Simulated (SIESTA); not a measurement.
The system is Sn.

```
CELL_PARAMETERS angstrom
0.00000 3.23334 3.23334
3.23334 0.00000 3.23334
3.23334 3.23334 0.00000
ATOMIC_POSITIONS crystal
Sn 0.75000 0.75000 0.75000
Sn 0.50000 0.50000 0.50000
```

This isn't the form of Sn at room conditions, which is tetragonal (white tin).

Base run:

```yaml
Program: SIESTA 5.4.2
Functional: PBE
Potentials_or_basis: PseudoDojo 0.4 standard (PBE files)
Basis: SZ (energy shift 0.003 Ry)
Grid_cutoff: 500 Ry
Energy_shift: 0.003 Ry
k_mesh: 7 × 7 × 7
Occupations: fermi-dirac, width 0.05 eV
Spin: no spin polarisation
```

Its results: band gap on the k mesh none (metal or under the smearing width); pressure 6.3 GPa.

The run is repeated on the same cell with these changes: basis from SZ (energy shift 0.003 Ry) to TZDP (energy shift 0.003 Ry; two zetas on semicore shells). What comes out?

Band gap on the k mesh none (metal or under the smearing width); pressure 4.3 GPa.

Caveats: spin-orbit coupling is left out, which moves the levels of the heavy elements; the basis of atomic orbitals isn't converged, which shifts pressures, moduli and gaps; the basis has no polarisation orbitals (some runs).
